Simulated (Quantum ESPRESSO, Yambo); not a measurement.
# A GW chain in Yambo: GaN (F-43m), part 2 of 3

How does a plane-wave GW calculation on GaN (F-43m) run from the first input to the gap?

Quantum ESPRESSO 7.5 and Yambo 5.3.0; PBE and many-body steps on it, plane waves. Known limits of the many-body steps: not at the basis limit; exchange with frozen shells missing; no spin-orbit coupling.

So far. Step 2 (Ground state): The gap is direct, at Γ. Step 3 (Bands along the symmetry lines): The gap is 1.759 eV, as in the run before at this level.

**4. Empty states on the mesh, 6×6×6 mesh, 155 bands**

Level of this step: DFT, PBE, plane waves, norm-conserving pseudopotentials (Quantum ESPRESSO).

The sums over transitions need many empty states on a uniform mesh; this step solves for them.

pw.in reads:

```
&control
  calculation = 'nscf'
  prefix = 'x'
  outdir = 'o'
  pseudo_dir = 'pseudo'
/
&system
  ibrav = 0
  nat = 2
  ntyp = 2
  ecutwfc = 72.0
  nbnd = 155
  force_symmorphic = .true.
/
&electrons
  conv_thr = 1e-9
  electron_maxstep = 80
  diago_full_acc = .true.
  diago_thr_init = 5e-6
/
ATOMIC_SPECIES
  Ga 69.723 Ga.upf
  N 14.007 N.upf
CELL_PARAMETERS angstrom
  0.0000000000 2.2535006075 2.2535006075
  2.2535006075 0.0000000000 2.2535006075
  2.2535006075 2.2535006075 0.0000000000
ATOMIC_POSITIONS crystal
  Ga 0.0000000000 0.0000000000 0.0000000000
  N 0.7500000000 0.7500000000 0.7500000000
K_POINTS automatic
  6 6 6 0 0 0
```

Command:

```
$ OMP_NUM_THREADS=1 mpirun -n 4 pw.x -nk 4 -in pw.in > pw.out
```

What it wrote:

```text
[banner, memory and clock lines left out]
Program PWSCF v.7.5 starts

     Atomic positions and unit cell read from directory:
     o/x.save/

     Message from routine setup:
     using ibrav=0 with symmetry is DISCOURAGED, use correct ibrav instead

     G-vector sticks info

     bravais-lattice index     =            0
     lattice parameter (alat)  =       6.0224  a.u.
     unit-cell volume          =     154.4542 (a.u.)^3
     number of atoms/cell      =            2
     number of atomic types    =            2
     number of electrons       =        18.00
     number of Kohn-Sham states=          155
     kinetic-energy cutoff     =      72.0000  Ry
     charge density cutoff     =     288.0000  Ry
     Exchange-correlation= PBE
                           (   1   4   3   4   0   0   0)

     celldm(1)=   6.022427  celldm(2)=   0.000000  celldm(3)=   0.000000
     celldm(4)=   0.000000  celldm(5)=   0.000000  celldm(6)=   0.000000

     crystal axes: (cart. coord. in units of alat)
               a(1) = (   0.000000   0.707107   0.707107 )
               a(2) = (   0.707107   0.000000   0.707107 )
               a(3) = (   0.707107   0.707107   0.000000 )

     reciprocal axes: (cart. coord. in units 2 pi/alat)
               b(1) = ( -0.707107  0.707107  0.707107 )
               b(2) = (  0.707107 -0.707107  0.707107 )
               b(3) = (  0.707107  0.707107 -0.707107 )
     Pseudo is Norm-conserving + core correction, Zval = 13.0
     Generated using ONCVPSP code by D. R. Hamann
     Using radial grid of 1902 points,  6 beta functions with:
     Pseudo is Norm-conserving + core correction, Zval =  5.0
     Generated using ONCVPSP code by D. R. Hamann
     Using radial grid of 1058 points,  4 beta functions with:
     Ga               13.00    69.72300     Ga( 1.00)
     N                 5.00    14.00700     N ( 1.00)

     24 Sym. Ops. (no inversion) found

   Cartesian axes

     site n.     atom                  positions (alat units)
         1        Ga     tau(   1) = (   0.0000000   0.0000000   0.0000000  )
         2        N      tau(   2) = (   1.0606602   1.0606602   1.0606602  )

     number of k points=    16
                       cart. coord. in units 2pi/alat
        k(    1) = (   0.0000000   0.0000000   0.0000000), wk =   0.0092593
        k(    2) = (   0.1178511   0.1178511  -0.1178511), wk =   0.0740741
        k(    3) = (   0.2357023   0.2357023  -0.2357023), wk =   0.0740741
[...]
[... 4 further rows ...]
        k(   15) = (  -0.1178511  -0.3535534   0.5892557), wk =   0.2222222
        k(   16) = (  -0.7071068   0.2357023   0.0000000), wk =   0.1111111

     Dense  grid:    12675 G-vectors     FFT dimensions: (  36,  36,  36)

     The potential is recalculated from file :
     o/x.save/charge-density

     Starting wfcs are   13 randomized atomic wfcs +  142 random wfcs

     Band Structure Calculation

     End of band structure calculation

          k = 0.0000 0.0000 0.0000 (  1639 PWs)   bands (ev):

    -5.3154  -2.9761  -2.9761  -2.9761  -2.6700  -2.6700  10.5902  10.5902
    10.5902  12.3489  20.9463  20.9463  20.9463  28.2045  29.4307  29.4307
    29.4307  30.3860  30.3860  33.3043  43.3922  43.3922  43.3922  56.4608
[...]
[... 8 further rows ...]
[...]
195.4687 195.4687 195.4687

          k = 0.1179 0.1179-0.1179 (  1576 PWs)   bands (ev):

[...]
[... 8 further rows ...]
[...]
189.5992 191.4583 191.4583

          k = 0.2357 0.2357-0.2357 (  1609 PWs)   bands (ev):

[...]
116.8085 117.6579 118.7743 120.0137 120.0137 120.8259 123.4296 123.4692
     [... 8 further rows ...]
   183.6337 183.7844 185.2170 185.2170 185.8935 188.3633 190.1436 190.1436
   193.7708 195.2555 196.2810

          k =-0.3536-0.3536 0.3536 (  1568 PWs)   bands (ev):

     [... further k-points ...]

     highest occupied, lowest unoccupied level (ev):    10.5902   12.3489

     XML data file, pseudopotentials, collected wavefunctions
```

Elapsed: 9.8 s, on 4 MPI ranks of Arm Neoverse V1, shared host; peak memory 0.27 GiB; 39 s of CPU time.

Numbers from this step:

```yaml
gap: 1.759 eV
k_of_the_valence_top: 0, 0, 0
k_of_the_conduction_bottom: 0, 0, 0
least_direct_gap: 1.759 eV
k_points_computed: 16
lowest_point_of_the_top_converged_band_above_the_valence_top: 180.8681 eV
```

On this mesh the gap is 1.759 eV.

**5. Conversion and set-up**

This step: Yambo 5.3.0; conversion and set-up on PBE, plane waves, norm-conserving pseudopotentials.

The states are converted to the many-body program's format and the q mesh is built.

Command:

```
$ (cd o/x.save; p2y > p2y.log; mv SAVE ../..); yambo > setup.log
```

What it wrote:

```text
 Yambo, version 5.3.0

 [02] CORE Variables Setup
 =========================

  [02.01] Unit cells
  ==================

  Cell kind             :  FCC
  Atoms in the cell     :  Ga  N
  number of Ga atoms    :  1
  number of N  atoms    :  1

  List of atomic masses
  Mass of Ga    :  69.72300
  Mass of N     :  14.00700

  List of atomic coordinates    : [cc]
  Ga1       :  0.000000  0.000000  0.000000  order 1
  N1       :  6.387748  6.387748  6.387748  order 2

  Alat factors          :  4.258499  4.258499  4.258499 [a.u.]
  Direct lattice volume :  154.4542 [a.u.]
  Direct lattice vectors:  A[ 1 ]  A[ 2 ]  A[ 3 ]
   A[ 1 ]:  0.000000  1.000000  1.000000  [iru]
   0.000000  4.258499  4.258499  [cc]
   A[ 2 ]:  1.000000  0.000000  1.000000  [iru]
   4.258499  0.000000  4.258499  [cc]
   A[ 3 ]:  1.000000  1.000000  0.000000  [iru]
   4.258499  4.258499  0.000000  [cc]

  Recip. lattice volume :  1.605979 [a.u.]
  Recip. lattice vectors:  B[ 1 ]  B[ 2 ]  B[ 3 ]
   B[ 1 ]: -0.500000  0.500000  0.500000  [iku]
  -0.737723  0.737723  0.737723  [cc]
   B[ 2 ]:  0.500000 -0.500000  0.500000  [iku]
   0.737723 -0.737723  0.737723  [cc]
   B[ 3 ]:  0.500000  0.500000 -0.500000  [iku]
   0.737723  0.737723 -0.737723  [cc]

  [02.02] Symmetries
  ==================

  Inversion symmetry    : yes
  Spatial inversion     : no
  Inversion index       :  25
  K-space Time-reversal : yes
  Magnetic symmetries   : no
  Time-reversal derived K-space symmetries:   25   48
  Group table correct   : yes
  Symmetries units      :  [cc]

   [S  1]:   1.0000     -0.12224E-17 -0.12224E-17 -0.12224E-17   1.0000      0.12224E-17  0.12224E-17  0.12224E-17   1.0000
   [S  2]:  -1.0000      0.12224E-17 -0.12224E-17  0.12224E-17  -1.0000      0.12224E-17 -0.12224E-17 -0.12224E-17   1.0000
   [S  3]:  -1.0000     -0.12224E-17  0.12224E-17  0.12224E-17   1.0000     -0.12224E-17 -0.12224E-17  0.12224E-17  -1.0000
[...]
[S  9]: -0.12224E-17   1.0000     -0.12224E-17  0.12224E-17 -0.12224E-17   1.0000       1.0000      0.12224E-17  0.12224E-17
   [S 10]: -0.12224E-17  -1.0000      0.12224E-17  0.12224E-17  0.12224E-17  -1.0000       1.0000     -0.12224E-17 -0.12224E-17
     [... 36 further rows ...]
   [S*47]:   1.0000     -0.12224E-17  0.12224E-17 -0.12224E-17  0.12224E-17  -1.0000      0.12224E-17   1.0000     -0.12224E-17
   [S*48]:   1.0000      0.12224E-17 -0.12224E-17 -0.12224E-17 -0.12224E-17   1.0000      0.12224E-17  -1.0000      0.12224E-17

  [02.03] Reciprocal space
  ========================

  nG shells         :  178
  nG charge         :  12675
  nG WFs            :  2092
  nC WFs            :  1639
  G-vecs. in first 17 shells:  [ Number ]
     1    9   15   27   51   59   65   89  113
    137   169   181   229   259   283   307   331
  ...
  Shell energy in first 17 shells:  [ mHa ]
[...]
WF components:  1584
  K [16]         [rlu]:  0.166667 -0.500000 -0.333333
         WF components:  1614

  [02.05] Energies & Occupations
  ==============================

  [X] === General ===
  [X] Electronic Temperature                        :  0.000000  0.000000 [eV K]
  [X] Bosonic    Temperature                        :  0.000000  0.000000 [eV K]
  [X] Finite Temperature mode                       : no
  [X] El. density                                   :  0.78645E+24 [cm-3]
  [X] Fermi Level                                   :  10.59023 [eV]

  [X] === Gaps and Widths ===
  [X] Conduction Band Min                           :  1.758709 [eV]
  [X] Valence Band Max                              :  0.000000 [eV]
  [X] Filled Bands                                  :   9
  [X] Empty Bands                                   :   10  155
  [X] Direct Gap                                    :  1.758709 [eV]
  [X] Direct Gap localized at k                     :  1
  [X] Indirect Gap                                  :  1.758709 [eV]
  [X] Indirect Gap between kpts                     :  1  1
  [X] Last valence band width                       :  3.415581 [eV]
  [X] 1st conduction band width                     :  4.786272 [eV]

  E @ K [ 1]:  [eV]
   -15.906      -13.566      -13.566      -13.566      -13.260      -13.260     -0.82746E-09 -0.23620E-09
[...]
occ @ K [ 1]
[...]
E @ K [ 2]:  [eV]
[...]
occ @ K [ 2]
[...]
E @ K [ 3]:  [eV]
[...]
occ @ K [ 3]
[...]
E @ K [ 8]:  [eV]
[...]
occ @ K [ 8]
[...]
E @ K [ 9]:  [eV]
[...]
occ @ K [ 9]
[...]
E @ K [10]:  [eV]
[...]
occ @ K [10]
[...]
E @ K [11]:  [eV]
[...]
occ @ K [11]
[...]
E @ K [12]:  [eV]
[...]
occ @ K [12]
[...]
E @ K [13]:  [eV]
[...]
occ @ K [13]
[...]
E @ K [14]:  [eV]
[...]
occ @ K [14]
[...]
E @ K [15]:  [eV]
[...]
occ @ K [15]
[...]
E @ K [16]:  [eV]
[...]
occ @ K [16]
[...]
2.000000  0.000000  0.000000  0.000000  0.000000  0.000000  0.000000  0.000000
   0.000000  0.000000  0.000000  0.000000  0.000000  0.000000  0.000000  0.000000

 [03] Transferred momenta grid and indexing
 ==========================================

 IBZ Q-points                                      :  16
 BZ  Q-points                                      :  216

 K/Q-points units:
 rlu = crystal or reduced units; cc = cartesian coordinates; iku = interal k-units

 Q [ 1]         [rlu]:  0.000000  0.000000  0.000000
 Q [ 2]         [rlu]:  0.28534E-17  0.28534E-17  0.16667
 Q [ 3]         [rlu]:  0.57068E-17  0.57068E-17  0.33333
[...]
Q [ 8]         [rlu]: -0.21514E-16  0.16667     -0.33333
 Q [ 9]         [rlu]:  0.32371E-17  0.16667     -0.16667
 Q [10]         [rlu]: -0.57063E-17  0.33333      0.33333
     [... 4 further rows ...]
 Q [15]         [rlu]:  0.166667  0.333333 -0.333333
 Q [16]         [rlu]:  0.166667 -0.500000 -0.333333

  [03.01] X indexes
  =================

   [03.01.01] Sigma indexes
   ========================

 [06] Game Over & Game summary
```

Elapsed: 2.2 s, on 1 MPI rank; peak memory 0.24 GiB.

(Continued in part 3 of 3.)

[Paths, hosts, dates, memory and timing lines, banners, echoed tables and standing remarks are left out of the program output.]

[Logs are printed without paths, hosts, clocks, repeated set-up lines and the standing remarks that a program may print on its own settings, such as how far it seeks lower states.]

[Runs of the session that timed out or met a known fault of the program may be left out.]

[Hosts, paths, dates, database ids (printed as entryN), source tags and the programs' standing remarks are cut or masked in the printed files.]
